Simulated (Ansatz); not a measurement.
The system is Ba.

```xyz
1
Lattice="4.3116 0.0000 0.0000 -2.1558 3.7340 0.0000 0.0000 0.0000 3.9134" Properties=species:S:1:pos:R:3 pbc="T T T"
Ba    0.0000    0.0000    0.0000
```

This isn't the form of Ba at room conditions, which is bcc.

Base run:

```yaml
Program: Ansatz 0.2.0
Functional: PBEsol
Potentials_or_basis: all-electron LAPW, scalar-relativistic
Cutoff: 96 eV (chosen from the basis error)
Basis_error_allowed: 0.001 eV/atom
k_mesh: 7 × 7 × 7
Occupations: gaussian, width 0.02 eV
Spin: no spin polarisation
```

Its results: band gap on the k mesh none (metal or under the smearing width); pressure -0.9 GPa.

The run is repeated on the same cell with these changes: functional from PBEsol to LDA. What comes out?

Band gap on the k mesh none (metal or under the smearing width); pressure -1.5 GPa.

LDA binds more tightly than PBEsol, so the same cell stands under less pressure.
